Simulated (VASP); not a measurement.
Wanted: the native input for a VASP 6.6.1 run.

| Quantity | Value |
| --- | --- |
| Task | relaxation of cell and atoms |
| Functional | PBE |
| Potentials or basis | VASP PAW PBE potentials, release 64 (Ge) |
| Cutoff | 300 eV |
| k mesh | 5 × 5 × 5 |
| Occupations | gaussian, width 0.03 eV |
| Spin | no spin polarisation |
| Further INCAR settings | ALGO = Normal; EDIFF = 1e-06; IBRION = 2; EDIFFG = -0.01; NSW = 90; ISIF = 3 |

The structure of Ge lies in POSCAR:

```
Ge
1.0
    0.0000000000      2.8289100000      2.8289100000
    2.8289100000      0.0000000000      2.8289100000
    2.8289100000      2.8289100000      0.0000000000
Ge
2
Direct
    0.0000000000      0.0000000000      0.0000000000
    0.2500000000      0.2500000000      0.2500000000
```

These files were run (other wordings do the same):

INCAR

```
PREC     = Accurate       # precision mode
ENCUT    = 300            # plane-wave cutoff, eV
EDIFF    = 1E-6           # SCF threshold, eV
ISMEAR   = 0              # smearing method
SIGMA    = 0.03           # smearing width, eV
LREAL    = F              # projectors in reciprocal space
LASPH    = T              # aspherical terms in the spheres
NELM     = 80             # most SCF steps
ALGO     = Normal         # electronic algorithm
ISIF     = 3              # what is computed and relaxed
LWAVE    = F              # write WAVECAR
LCHARG   = F              # write CHGCAR
GGA      = PE             # functional
IBRION   = 2              # ionic algorithm
NSW      = 90             # ionic steps
EDIFFG   = -0.01          # ionic threshold
```

KPOINTS

```
regular mesh
0
Gamma
  5 5 5
```

Potentials or basis: VASP PAW PBE potentials, release 64 (Ge).

Command:

```console
$ cat potpaw_PBE.64/Ge/POTCAR > POTCAR
$ mpirun -np 1 vasp_std > vasp.out
```

It gave:

| Item | Value |
| --- | --- |
| Relaxed volume | 24.25 Å³/atom |
| Relaxed cell | a = 4.093 Å, b = 4.093 Å, c = 4.093 Å, α = 60.00°, β = 60.00°, γ = 60.00° |
| Space group after relaxing (to 0.05 Å) | Fd-3m (No. 227) |
| Energy gained by relaxing | 22.4 meV/atom |
| Ionic steps | 4 |
| Pressure after relaxing | 0.0 GPa |
| Band gap on the k mesh | none (metal or under the smearing width) |

Caveat: the k mesh is coarse (spacing up to 0.38 Å⁻¹), so the values aren't converged; this crystal is a semiconductor, whose small gap the functional closes, so the metal is an error of the method.

It took 12 s on 1 thread of AMD EPYC 7R43 64-Core Processor (Zen 3) (shared host), peak memory 0.1 GiB.
